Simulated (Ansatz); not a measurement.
Input of an Ansatz 0.2.0 run:

The input input.yaml:

```yaml
crystal:
  lattice:
    - [2.55255061, 0.0, 0.0]
    - [0.0, 2.55255061, 0.0]
    - [0.0, 0.0, 2.55255061]
  atoms:
    - { symbol: Cu, position: [0.0, 0.0, 0.0] }
    - { symbol: O, position: [0.5, 0.5, 0.5] }
hamiltonian:
  xc: pbe
  pseudopotentials: { kind: paw }
kpoints:
  mp_grid: { grid: [10, 10, 10] }
scf:
  occupations: { method: fermi_dirac, width: 0.05 }
output:
  forces: true
  stress: true
  eigenvalues: true
relax:
  f_tol: 0.01
  max_steps: 40
  cell: { stress_tol: 0.05, p_target: 30.0 }
```

Potentials or basis: Ansatz PAW.

Run with:

```console
$ ansatz run input.yaml --threads 2 --pin off --max-ram 5632MiB --backend cpu --events-out ev --progress --plain --runs-dir out
```

(1) Predict the space group after relaxing (to 0.05 Å).

(2) Predict the band gap on the k mesh.

(3) Estimate the relaxed cell.

## Answers

(1) Pm-3m (No. 221).

(2) none (metal or under the smearing width).

(3) a = 2.525 Å, b = 2.525 Å, c = 2.525 Å, α = 90.00°, β = 90.00°, γ = 90.00°.

Caveat: an odd number of electrons without spin polarisation forces a metal; a magnetic or distorted state may lie lower; the run has no spin polarisation, though such a crystal can be magnetic; semilocal functionals often make such compounds metallic where correlation or magnetic order opens a gap, which also shifts bond lengths.
